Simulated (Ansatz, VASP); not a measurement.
## One calculation of NaCl, two programs

```xyz
2
Lattice="3.6773 0.0000 0.0000 0.0000 3.6773 0.0000 0.0000 0.0000 3.3271" Properties=species:S:1:pos:R:3 pbc="T T T"
Na    0.0000    0.0000    0.0000
Cl    1.8386    1.8386    1.6635
```

Change from the starting cell: strain +0.050 along x and y, -0.050 along z, atoms carried along.

Alike in both runs: task single point; functional PBE; k mesh 6 × 6 × 6; occupations gaussian, width 0.05 eV; no spin polarisation.

```csv
,VASP,Ansatz
version,VASP 6.6.1,Ansatz 0.2.0
potentials or method,"VASP PAW PBE potentials, release 64 (Na_pv, Cl)","scalar-relativistic, plane waves, PAW"
plane-wave cutoff (eV),520,420
valence electrons in the cell,14,16
```

```tsv
	VASP	Ansatz	Ansatz less VASP
gap on the k mesh at the Fermi level (eV)	3.27	3.27	-0.002
least direct gap on the mesh (eV)	3.58	3.58	-0.002
pressure (GPa)	-0.8	-0.8	+0.05
largest component of the traceless stress (GPa)	4.91	4.91	0.000
```

With one functional, cell and mesh, what is left measures potentials, basis and numerics. The two sets of potentials don't hold the same shells in valence.

A k mesh can miss the band edges.
